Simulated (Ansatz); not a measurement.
AlN: moving Al off its site

AlN, Fm-3m, a = 4.069 Å (as given, not relaxed at this level: -4.5 GPa). This isn't the usual stable structure of the compound. Ansatz: PBEsol, PAW, 420 eV, Γ-centred 10×10×10 mesh on 2 atoms, Gaussian smearing 0.05 eV; no spin polarisation.

```xyz
2
Lattice="0.0000 2.0345 2.0345 2.0345 0.0000 2.0345 2.0345 2.0345 0.0000" Properties=species:S:1:pos:R:3 pbc="T T T"
Al    2.0345    2.0345    2.0345
N     0.0000    0.0000    0.0000
```

Atom 1 (Al) moves by x along the unit vector (0.000, 0.000, -1.000), with its periodic images; all else is held. y is the free energy of the cell over the start, F the force along the path summed over the moved atoms. Symmetry makes y even in x.

```
  x (Å) y (meV) F (eV/Å)
-0.1000        ?         ?
-0.0500     8.35      0.34
 0.0000     0.00      0.00
 0.0125     0.52     -0.08
 0.0250     2.07     -0.17
 0.0375     4.67     -0.25
 0.0625    13.12     -0.43
 0.0750    19.03     -0.52
 0.0875    26.12     -0.62
```

Q: Fit y = c2 x² + c4 x⁴ to the energies of the other rows, give the force constant, and predict energy and force of the missing row.

A: Least squares on the rows shown. y = 3303.8 x² + 14082 x⁴. The force constant is 2 c2 = 6.61 eV/Å², for the cell as given, at -4.5 GPa (for all images moving together, not for a lone atom). With two atoms in a cubic cell this is the optical mode at Γ without the LO field: ω = 521.5 √(2 c2/μ) = 441 cm⁻¹ for μ = 9.22 u. The force −dy/dx at the missing row is 0.72 eV/Å (computed 0.72). At x = -0.1000 the fit asked for gives 34.45 meV. The run gave 34.45 meV, the same to the digits shown.

Cost: 9 runs of about 0.24 core-minutes in all, on Intel Xeon Platinum 8259CL (Skylake/Cascade Lake) (shared hosts).